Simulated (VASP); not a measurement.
## Al: relaxation of cell and atoms with PBEsol

The system is Al.

```xyz
1
Lattice="-1.5912 1.5912 1.5912 1.5912 -1.5912 1.5912 1.5912 1.5912 -1.5912" Properties=species:S:1:pos:R:3 pbc="T T T"
Al    0.0000    0.0000    0.0000
```

This isn't the form of Al at room conditions, which is fcc.

```
Program                : VASP 6.6.1
Task                   : relaxation of cell and atoms
Functional             : PBEsol
Potentials or basis    : VASP PAW PBE potentials, release 64 (Al)
Cutoff                 : 600 eV
k mesh                 : 18 × 18 × 18
Occupations            : gaussian, width 0.1 eV
Spin                   : no spin polarisation
Dipole correction      : no
Further INCAR settings : ALGO = Normal; EDIFF = 1e-06; IBRION = 2; EDIFFG = -0.005; NSW = 100; ISIF = 3
```

| Quantity | Value |
| --- | --- |
| Relaxed volume | 16.61 Å³/atom |
| Relaxed cell | a = 2.784 Å, b = 2.784 Å, c = 2.784 Å, α = 109.47°, β = 109.47°, γ = 109.47° |
| Space group after relaxing (to 0.05 Å) | Im-3m (No. 229) |
| Energy gained by relaxing | 3.5 meV/atom |
| Ionic steps | 3 |
| Pressure after relaxing | 0.0 GPa |
| Band gap on the k mesh | none (metal or under the smearing width) |

The path:
```csv
step,energy change (eV),largest force (eV/Å),pressure (GPa),volume (Å³)
1,0.0000,0.0000,2.34,16.12
2,-0.0034,0.0000,-0.29,16.67
3,-0.0035,0.0000,0.00,16.61
```

Final structure:
```yaml
crystal:
  lattice:
    - [-1.60716, 1.60716, 1.60716]
    - [1.60716, -1.60716, 1.60716]
    - [1.60716, 1.60716, -1.60716]
  atoms:
    - { symbol: Al, position: [0.00000, 0.00000, 0.00000] }
```

Levels at points of the mesh, in eV from the Fermi level:
```csv
k point,band 1,band 2,band 3,band 4
"(0.00, 0.00, 0.00)",-11.09,13.19,13.19,13.19
"(0.50, 0.00, 0.00)",-4.30,-3.86,8.10,8.23
"(0.50, 0.50, 0.50)",1.85,1.85,1.85,2.97
```

It took 11 s on 1 thread of Intel(R) Xeon(R) Platinum 8488C (Sapphire Rapids), with other jobs on the host, peak memory 0.14 GiB.

Caveat: the PAW data sets were made with another functional, which shifts forces and pressure a little.
